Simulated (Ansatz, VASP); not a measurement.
## TaN: VASP beside Ansatz

```xyz
6
Lattice="5.1960 0.0000 0.0000 -2.5980 4.4999 0.0000 0.0000 0.0000 2.9110" Properties=species:S:1:pos:R:3 pbc="T T T"
Ta    0.0000    2.9999    1.4555
Ta    2.5980    1.5000    1.4555
Ta    0.0000    0.0000    0.0000
N     2.0412    0.0000    0.0000
N     1.5774    2.7321    0.0000
N    -1.0206    1.7678    0.0000
```

Alike in both runs: task single point; functional PBEsol; k mesh 5 × 5 × 8; no spin polarisation.

|  | VASP | Ansatz |
| --- | --- | --- |
| version | VASP 6.6.1 | Ansatz 0.2.0 |
| potentials or method | VASP PAW PBE potentials, release 64 (Ta_pv, N) | plane waves, PAW |
| plane-wave cutoff (eV) | 520 | 517 |
| occupations | fermi-dirac, width 0.1 eV | fermi-dirac |
| valence electrons in the cell | 48 | 54 |

|  | VASP | Ansatz | Ansatz less VASP |
| --- | --- | --- | --- |
| pressure (GPa) | -2.9 | -3.7 | -0.82 |
| largest component of the traceless stress (GPa) | 1.28 | 1.21 | -0.071 |

The two sets of potentials don't hold the same shells in valence.

Caveats: the PAW data sets were made with another functional, which shifts forces and pressure a little (VASP). The runs have no spin-orbit coupling, so splittings on Ta are missing.
